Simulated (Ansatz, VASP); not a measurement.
Mg in VASP and in Ansatz

```
Mg
1.0
     3.20930    0.00000    0.00000
    -1.60465    2.77934    0.00000
     0.00000    0.00000    5.21030
Mg
2
Direct
  0.66667 0.33333 0.75000
  0.33333 0.66667 0.25000
```

Alike in both runs: task single point; functional PBE; k mesh 10 × 10 × 5; occupations gaussian, width 0.012 eV; no spin polarisation.

|  | VASP | Ansatz |
| --- | --- | --- |
| version | VASP 6.6.1 | Ansatz 0.2.0 |
| potentials or method | VASP PAW PBE potentials, release 64 (Mg), cutoff 520 eV | all-electron LAPW, scalar-relativistic |

VASP gave:

```
gap on the k mesh at the Fermi level (eV)       : none
pressure (GPa)                                  : -0.6
largest component of the traceless stress (GPa) : 0.52
```

Problem. What did Ansatz give for the same quantities?

Solution. gap on the k mesh at the Fermi level (eV): none; pressure (GPa): -0.5; largest component of the traceless stress (GPa): 0.50.

A gap of «none» marks a metal or a gap that the smearing closes. Ansatz ran all-electron here, so the differences hold the error of VASP's frozen core and of both bases.
